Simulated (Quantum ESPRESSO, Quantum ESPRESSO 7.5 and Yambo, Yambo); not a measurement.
# BN (Qingsongite): G0W0 on several meshes in Yambo

How does the mesh move the gap of BN (Qingsongite)?

Program: Quantum ESPRESSO 7.5 and Yambo 5.3.0. Level of theory: PBE and many-body steps on it, plane waves. Results are calculated unless marked as measured.

Most raw output is cut from this account.

**1. The starting structure**

The structure is cubic, space group F-43m (No. 216). The conventional cell has a = 3.615 Å, b = 3.615 Å, c = 3.615 Å, α = 90.00°, β = 90.00°, γ = 90.00°. Nearest to B lie 4 N at 1.57 Å. N has 4 B at 1.57 Å nearest. Farther neighbours and most contacts between anions are not listed.

The cell and positions come from the Crystallography Open Database and are kept as given unless a step says otherwise.

**2. Empty states on the mesh, 4×4×4 mesh, 39 bands**

This step: Quantum ESPRESSO 7.5; DFT, PBE, plane waves, norm-conserving pseudopotentials.

The sums over transitions need many empty states on a uniform mesh; this step solves for them.

The input, pw.in:

```
&control
  calculation = 'nscf'
  prefix = 'x'
  outdir = 'o'
  pseudo_dir = 'pseudo'
/
&system
  ibrav = 0
  nat = 2
  ntyp = 2
  ecutwfc = 72.0
  nbnd = 39
  force_symmorphic = .true.
/
&electrons
  conv_thr = 1e-9
  electron_maxstep = 80
  diago_full_acc = .true.
  diago_thr_init = 5e-6
/
ATOMIC_SPECIES
  B 10.81 B.upf
  N 14.007 N.upf
CELL_PARAMETERS angstrom
  -0.0000000000 1.8075000000 1.8075000000
  1.8075000000 0.0000000000 1.8075000000
  1.8075000000 1.8075000000 -0.0000000000
ATOMIC_POSITIONS crystal
  B 0.0000000000 0.0000000000 0.0000000000
  N 0.2500000000 0.2500000000 0.2500000000
K_POINTS automatic
  4 4 4 0 0 0
```

Command:

```console
$ OMP_NUM_THREADS=1 mpirun -n 8 pw.x -nk 4 -in pw.in > pw.out
```

Elapsed: 1.1 s, on 8 MPI ranks of Arm Neoverse V1, shared host; peak memory 0.05 GiB.

This step gave:

```
gap                                                           : 4.535 eV
k of the valence top                                          : 0, 0, 0
k of the conduction bottom                                    : 0, -0.5, -0.5
least direct gap                                              : 8.878 eV
k points computed                                             : 8
lowest point of the top converged band, above the valence top : 98.9299 eV
```

On this mesh the gap is 4.535 eV.

The density comes from a self-consistent run that is not shown.

**3. Conversion and set-up**

This step: Yambo 5.3.0; conversion and set-up on PBE, plane waves, norm-conserving pseudopotentials.

The states are converted to the many-body program's format and the q mesh is built.

Command:

```console
$ (cd o/x.save; p2y > p2y.log; mv SAVE ../..); yambo > setup.log
```

Run time: 1.9 s. Hardware: 1 MPI rank; peak memory 0.23 GiB.

**4. 4×4×4**

Now the one-shot GW correction: screening in the RPA, then the self-energy of the levels asked for.

This step: G0W0 on PBE, plane waves, norm-conserving pseudopotentials.

The input, gw13.in:

```
HF_and_locXC
gw0
dyson
ppa
em1d
rim_cut
RandQpts= 1000000
RandGvec= 1 RL
EXXRLvcs= 72 Ry
VXCRLvcs= 288 Ry
Chimod= "HARTREE"
% BndsRnXp
 1 | 39 |
%
NGsBlkXp= 15.5 Ry
% LongDrXp
 1 | 1 | 1 |
%
% GbndRnge
 1 | 39 |
%
DysSolver= "n"
ExtendOut
PPAPntXp= 27.21138 eV
% QPkrange
 1 | 1 | 3 | 6 |
 7 | 7 | 3 | 6 |
%
```

Command:

```console
$ OMP_NUM_THREADS=1 mpirun -n 8 yambo -F gw13.in -J gw13 -C gw13 > gw13.log
```

It took 4.4 s on 8 MPI ranks; peak memory 2.1 GiB; 26 s of CPU time.

This step gave:

```
G0W0 gap on the points computed              : 5.875 eV
starting gap on the mesh                     : 4.535 eV
k of the valence top                         : 0, 0, 0
k of the conduction bottom                   : 0, -0.5, -0.5
least direct G0W0 gap on the computed points : 10.84 eV
Z at the valence top                         : 0.8287
Z at the conduction bottom                   : 0.8544
```

The gap on the mesh goes from 4.53 eV to 5.87 eV, a correction of +1.34 eV.

**5. Empty states on the mesh, 8×8×8 mesh, 39 bands**

This step: Quantum ESPRESSO 7.5; DFT, PBE, plane waves, norm-conserving pseudopotentials.

Changes to pw.in since step 2:

```diff
@@ -31,2 +31,2 @@
 K_POINTS automatic
-  4 4 4 0 0 0
+  8 8 8 0 0 0
```

Command:

```console
$ OMP_NUM_THREADS=1 mpirun -n 8 pw.x -nk 4 -in pw.in > pw.out
```

Run time: 2 s. Hardware: 8 MPI ranks; peak memory 0.05 GiB; 15 s of CPU time.

Numbers from this step:

| Quantity | Value |
| --- | --- |
| gap | 4.535 eV |
| k of the valence top | 0, 0, 0 |
| k of the conduction bottom | 0, -0.5, -0.5 |
| least direct gap | 8.878 eV |
| k points computed | 29 |
| lowest point of the top converged band, above the valence top | 98.9299 eV |

On this mesh the gap is 4.535 eV.

**6. Conversion and set-up**

This step: Yambo 5.3.0; conversion and set-up on PBE, plane waves, norm-conserving pseudopotentials.

Command:

```console
$ (cd o/x.save; p2y > p2y.log; mv SAVE ../..); yambo > setup.log
```

Wall time 2.1 s (1 MPI rank); peak memory 0.23 GiB.

**7. 8×8×8**

This step: G0W0 on PBE, plane waves, norm-conserving pseudopotentials.

gw14.in, as its differences from gw13.in of step 4:

```diff
@@ -26,3 +26,3 @@
  1 | 1 | 3 | 6 |
- 7 | 7 | 3 | 6 |
+ 21 | 21 | 3 | 6 |
 %
```

Command:

```console
$ OMP_NUM_THREADS=1 mpirun -n 8 yambo -F gw14.in -J gw14 -C gw14 > gw14.log
```

Run time: 28 s. Hardware: 8 MPI ranks; peak memory 2.3 GiB; 3.6 min of CPU time.

Numbers from this step:

| Quantity | Value |
| --- | --- |
| G0W0 gap on the points computed | 5.922 eV |
| starting gap on the mesh | 4.535 eV |
| k of the valence top | 0, 0, 0 |
| k of the conduction bottom | 0, -0.5, -0.5 |
| least direct G0W0 gap on the computed points | 10.88 eV |
| Z at the valence top | 0.8285 |
| Z at the conduction bottom | 0.8546 |

Against G0W0 in Yambo (4×4×4 mesh, 39 bands, screening to 210.9 eV, Godby-Needs plasmon pole), the gap moves by +0.047 eV.

**8. Empty states on the mesh, 10×10×10 mesh, 39 bands**

This step: Quantum ESPRESSO 7.5; DFT, PBE, plane waves, norm-conserving pseudopotentials.

Changes to pw.in since step 5:

```diff
@@ -31,2 +31,2 @@
 K_POINTS automatic
-  8 8 8 0 0 0
+  10 10 10 0 0 0
```

Command:

```console
$ OMP_NUM_THREADS=1 mpirun -n 8 pw.x -nk 4 -in pw.in > pw.out
```

The job ended after 2.4 s (8 MPI ranks; peak memory 0.32 GiB; 18 s of CPU time).

Numbers from this step:

- gap: 4.535 eV
- k of the valence top: 0, 0, 0
- k of the conduction bottom: 0, -0.5, -0.5
- least direct gap: 8.878 eV
- k points computed: 47
- lowest point of the top converged band, above the valence top: 98.9299 eV

On this mesh the gap is 4.535 eV.

**9. Conversion and set-up**

This step: Yambo 5.3.0; conversion and set-up on PBE, plane waves, norm-conserving pseudopotentials.

Command:

```console
$ (cd o/x.save; p2y > p2y.log; mv SAVE ../..); yambo > setup.log
```

It took 2.3 s on 1 MPI rank; peak memory 0.24 GiB.

**10. 10×10×10**

This step: G0W0 on PBE, plane waves, norm-conserving pseudopotentials.

gw15.in, as its differences from gw14.in of step 7:

```diff
@@ -26,3 +26,3 @@
  1 | 1 | 3 | 6 |
- 21 | 21 | 3 | 6 |
+ 31 | 31 | 3 | 6 |
 %
```

Command:

```console
$ OMP_NUM_THREADS=1 mpirun -n 8 yambo -F gw15.in -J gw15 -C gw15 > gw15.log
```

Wall time 79 s (8 MPI ranks); peak memory 2.6 GiB.

This step gave:

* G0W0 gap on the points computed: 5.922 eV
* starting gap on the mesh: 4.535 eV
* k of the valence top: 0, 0, 0
* k of the conduction bottom: 0, -0.5, -0.5
* least direct G0W0 gap on the computed points: 10.88 eV

Against G0W0 in Yambo (4×4×4 mesh, 39 bands, screening to 210.9 eV, Godby-Needs plasmon pole), the gap moves by +0.047 eV.

**11. The runs together**

Times are wall times on 8 MPI ranks of Arm Neoverse V1, shared host, good to a factor of about two.

| run | mesh | bands | screening cutoff (eV) | DFT gap (eV) | gap on the mesh (eV) | direct (eV) | time |
| --- | --- | --- | --- | --- | --- | --- | --- |
| 4×4×4 | 4×4×4 | 39 | 210.9 | 4.535 | 5.875 | 10.840 | 4.4 s |
| 8×8×8 | 8×8×8 | 39 | 210.9 | 4.535 | 5.922 | 10.881 | 28 s |
| 10×10×10 | 10×10×10 | 39 | 210.9 | 4.535 | 5.922 | 10.881 | 79 s |

**12. Summary of results**

| Quantity | Value |
| --- | --- |
| 4×4×4 | 5.875 eV |
| 8×8×8 | 5.922 eV |
| 10×10×10 | 5.922 eV |
| known limits | not at the basis limit; coarse k mesh |

**Reading.** 8×8×8: +0.047 eV against 4×4×4. 10×10×10: +0.047 eV against 4×4×4. Bands and cutoff are finite, so the gap is not at the basis limit. The miss can reach some tenths of an eV and take either sign; the mesh is an error of its own. In the G0W0 runs levels were corrected at 2 k points alone, so a gap called «on the mesh» is the least over those, and an edge elsewhere would be missed. The 4×4×4 mesh is coarse for this cell, which bears on the long-range parts of exchange and screening.

[Paths, hosts, dates, memory and timing lines, banners, echoed tables and standing remarks are left out of the program output.]

[Logs are printed without paths, hosts, clocks, repeated set-up lines and the standing remarks that a program may print on its own settings, such as how far it seeks lower states.]

[Runs of the session that timed out or met a known fault of the program may be left out.]

[Hosts, paths, dates, database ids (printed as entryN), source tags and the programs' standing remarks are cut or masked in the printed files.]
